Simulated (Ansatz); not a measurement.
**Al2Cu: a trial structure relaxed**

Aim: relax Al2Cu from this start, anatase type (I4_1/amd, No. 141), and see where it ends.

Computed with Ansatz 0.2.0 (DFT PBE, scalar-relativistic, plane waves, PAW, unless a step's input says otherwise).

## Step 1: The starting structure

The structure is tetragonal, space group I4_1/amd (No. 141). Conventional cell: a = 4.246 Å, b = 4.246 Å, c = 10.673 Å, α = 90.00°, β = 90.00°, γ = 90.00°. Al (site symmetry 2mm) is surrounded by 3 Cu at 2.17 to 2.20 Å. Around Cu (site symmetry -4m2) lie 6 Al at 2.17 to 2.20 Å.

As a file:

```
Al Cu
1.0
    -2.12297    2.12297    5.33632
     2.12297   -2.12297    5.33632
     2.12297    2.12297   -5.33632
Al Cu
4 2
Cartesian
  0.0000 0.0000 2.2050
  0.0000 2.1230 4.8731
  0.0000 2.1230 0.4632
  0.0000 0.0000 8.4677
  0.0000 0.0000 0.0000
  0.0000 2.1230 2.6682
```

(A quick probe on a coarse mesh, which set the mesh and smearing, is not shown.)

## Step 3: Coarse relaxation

The input, input.yaml:

```yaml
crystal:
  lattice:
    - [-2.1229724849, 2.1229724849, 5.3363170995]
    - [2.1229724849, -2.1229724849, 5.3363170995]
    - [2.1229724849, 2.1229724849, -5.3363170995]
  atoms:
    - { symbol: Al, position: [0.2066, 0.2066, 0.0] }
    - { symbol: Al, position: [0.9566, 0.4566, 0.5] }
    - { symbol: Al, position: [0.5434, 0.0434, 0.5] }
    - { symbol: Al, position: [0.7934, 0.7934, 0.0] }
    - { symbol: Cu, position: [0.0, 0.0, 0.0] }
    - { symbol: Cu, position: [0.75, 0.25, 0.5] }
basis:
  ecutwfc: 420
kpoints:
  mp_grid: { grid: [6, 6, 6] }
hamiltonian:
  xc: pbe
scf:
  occupations: { method: gaussian, width: 0.1 }
  lower_state_search: "off"
output:
  forces: true
  stress: true
  eigenvalues: true
relax:
  adjacent_minimum: "off"
  f_tol: 0.04
  max_steps: 70
  cell: { stress_tol: 0.4 }
```

Further runs follow: full relaxation.

Before running it: what results should come out?

**Answer**, as computed:

Formation energies count from the elements, computed with the same settings in runs not shown here.

| quantity | value |
| --- | --- |
| cell (conventional) | a = 4.462 Å, b = 4.462 Å, c = 12.782 Å, α = 90.00°, β = 90.00°, γ = 90.00° |
| space group | I4_1/amd (No. 141) |
| volume | 21.20 Å³/atom |
| gap on the mesh | none (metal) |
| formation energy from the elements | +0.271 eV/atom |

In words: The space group stayed I4_1/amd, and from the first guess the volume went from 16.03 to 21.20 Å³/atom. The formation energy of +0.27 eV/atom is positive, so the elements lie lower than this structure; another structure of the compound can lie lower.
